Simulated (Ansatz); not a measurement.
# Ti: the cost of one run

Method: DFT PBE, scalar-relativistic, plane waves, PAW, in Ansatz 0.2.0.

1 further run of the same task is left out (set aside as unsound or not needed).

## Step 1: The structure to begin with

Symmetry: P6_3/mmc, No. 194, hexagonal system. Conventional cell: a = 2.938 Å, b = 2.938 Å, c = 4.651 Å, α = 90.00°, β = 90.00°, γ = 120.00°. Around Ti (site symmetry -6m2) lie 12 Ti at 2.88 to 2.94 Å.

Coordinates:

```
CELL_PARAMETERS angstrom
2.93846 0.00000 0.00000
-1.46923 2.54478 0.00000
0.00000 0.00000 4.65063
ATOMIC_POSITIONS crystal
Ti 0.33333 0.66667 0.25000
Ti 0.66667 0.33333 0.75000
```

It is the result of an earlier relaxation at this level (volume 17.39 Å³/atom; gap on the mesh: none (metal)).

## Step 2: The reference: the undisturbed cell on the scan's mesh

input.yaml

```yaml
crystal:
  lattice:
    - [2.9384580613, 0.0, 0.0]
    - [-1.4692290307, 2.5447793291, 0.0]
    - [0.0, 0.0, 4.6506340136]
  atoms:
    - { symbol: Ti, position: [0.3333333333, 0.6666666667, 0.25] }
    - { symbol: Ti, position: [0.6666666667, 0.3333333333, 0.75] }
basis:
  ecutwfc: 420
kpoints:
  mp_grid: { grid: [12, 12, 8] }
hamiltonian:
  xc: pbe
scf:
  occupations: { method: gaussian, width: 0.15 }
output:
  forces: true
  stress: true
  eigenvalues: true
```

Run with:

```bash
> ansatz run input.yaml --threads 1 --pin off --max-ram 2560MiB --backend cpu --events-out ev --progress --plain --runs-dir out
```

Q: Estimate wall time and peak memory on 1 thread of Intel Xeon at 2.50GHz (Skylake/Cascade Lake), shared host.

About 5.2 s, with a peak of 0.35 GiB.
